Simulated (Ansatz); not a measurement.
Suppose Bi₂Se₃ takes space group P4/mmm (No. 123), with Bi on 1a and 1d; Se on 1b and 2g.

Method: DFT PBE, scalar-relativistic, plane waves, PAW in Ansatz 0.2.0. Cutoff 420 eV, Γ-centred mesh, Gaussian smearing, no spin polarisation.

The zero of energy is the elements' standard structures at the same level; no fitted shifts are applied.

Task: Predict the relaxed structure.

Result:

Space group P4/mmm (No. 123). a = 4.158 Å, b = 4.158 Å, c = 10.776 Å, α = 90.00°, β = 90.00°, γ = 90.00°
```csv
atom,site,symmetry,x,y,z
Bi,1a,4/mmm,0.0000,0.0000,0.0000
Bi,1d,4/mmm,0.5000,0.5000,0.5000
Se,1b,4/mmm,0.0000,0.0000,0.5000
Se,2g,4mm,0.0000,0.0000,0.7579
```

Around Bi on its first site lie 2 Se at 2.61 Å; around Bi on its second site lie 4 Se at 2.94 Å; Se on a site of symmetry 4/mmm is surrounded by 2 Se at 2.78 Å and 4 Bi at 2.94 Å; Se on a site of symmetry 4mm has 1 Bi at 2.61 Å and 1 Se at 2.78 Å. Another local minimum with the same sites may exist.

Task: And its energy and gap?

Result: The energy over the elements is +0.41 eV/atom and the gap on the 10×10×4 mesh of the 5-atom cell is 0 eV (a metal). A positive value: parting into the elements would lower its energy.

The last run used Gaussian smearing of 0.10 eV. Spin–orbit coupling, which can matter for Bi, is left out. The reference form of Se is held partly by dispersion forces, which this level lacks. A structure relaxed within its symmetry needn't be a true minimum. Another cell of Bi2Se3 relaxed alike, in R-3m (a cell as deposited in COD), lies 0.80 eV/atom lower, so this cell isn't the stable form at this level.
